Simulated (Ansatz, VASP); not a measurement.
MnSi in VASP and in Ansatz

```
Mn Si
1.0
     0.00000    2.38463    2.38463
     2.38463    0.00000    2.38463
     2.38463    2.38463    0.00000
Mn Si
1 1
Direct
  0.00000 0.00000 0.00000
  0.50000 0.50000 0.50000
```

Alike in both runs: task relaxation of cell and atoms; functional PBE; k mesh 15 × 15 × 15; occupations fermi-dirac, width 0.05 eV; collinear spin.

|  | VASP | Ansatz |
| --- | --- | --- |
| version | VASP 6.6.1 | Ansatz 0.2.0 |
| potentials or method | VASP PAW PBE potentials, release 64 (Mn_pv, Si) | PAW with Ansatz's default frozen-core files, scalar-relativistic |
| plane-wave cutoff (eV) | 600 | 420 |
| valence electrons in the cell | 17 | 19 |

VASP gave:

| Property | Result |
| --- | --- |
| net moment per atom (μB) | 1.24 |
| size of the moment on the site where the two differ most (μB) | 2.57 |
| relaxed volume (Å³/atom) | 14.22 |
| relaxed cell length with the largest relative difference (Å) | 3.426 |
| energy change over the relaxation (meV/atom) | -10 |

Q: Estimate Ansatz's values.

A: net moment per atom (μB): 1.24; size of the moment on the site where the two differ most (μB): 2.48; relaxed volume (Å³/atom): 14.22; relaxed cell length with the largest relative difference (Å): 3.426; energy change over the relaxation (meV/atom): -11.

Site moments also hang on the region over which each program counts them. The two sets of potentials don't hold the same shells in valence.
